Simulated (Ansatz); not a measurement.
**HgTe: frozen-core PAW against all-electron methods**

```yaml
crystal:
  lattice:
    - [4.69716, 0.00000, 0.00000]
    - [-2.34858, 4.06786, 0.00000]
    - [0.00000, 0.00000, 7.71100]
  atoms:
    - { symbol: Hg, position: [0.33333, 0.66667, 0.00061] }
    - { symbol: Hg, position: [0.66667, 0.33333, 0.50061] }
    - { symbol: Te, position: [0.33333, 0.66667, 0.37539] }
    - { symbol: Te, position: [0.66667, 0.33333, 0.87539] }
```

Atom numbers follow the list: Hg1, Hg2, Te3, Te4.

The cell was built from the wurtzite type and relaxed in the same program, and has space group P6_3mc; it needn't be a known or the stable phase.

No spin–orbit coupling, which matters for the heavy atoms here.

Methods: DFT, PBE, PAW with Ansatz's default frozen-core files, scalar-relativistic (Ansatz 0.2.0); DFT, PBE, all-electron PAW with datasets made for the crystal, scalar-relativistic (Ansatz 0.2.0); DFT, PBE, all-electron LAPW, scalar-relativistic (Ansatz 0.2.0).

For PAW: a Γ-centred 10×10×6 k mesh, Fermi–Dirac smearing of 0.03 eV, cutoff 420 eV, no spin polarisation. The crystal-made all-electron datasets (AE datasets) take a cutoff of 240 eV at this cell. LAPW targets a basis error of 0.5 meV/atom. The Ansatz runs share mesh, smearing and spin set-up. Plane-wave (PAW) pressures include the program's estimate of the Pulay term.

Stress and pressure are positive in compression.

Levels count from the Fermi level.

```tsv
quantity	PAW	AE datasets	LAPW
pressure (GPa)	0.00	0.00	0.00
highest filled level at A (eV)	-0.469	-0.469	-0.469
lowest empty level at A (eV)	0.866	0.866	0.866
highest filled level at L (eV)	-1.446	-1.446	-1.446
lowest empty level at L (eV)	1.411	1.411	1.411
highest filled level at H (eV)	-1.271	-1.271	-1.271
lowest empty level at H (eV)	1.953	1.953	1.953
```

PAW's pressure differs from the LAPW value by about 0.01 GPa or less.
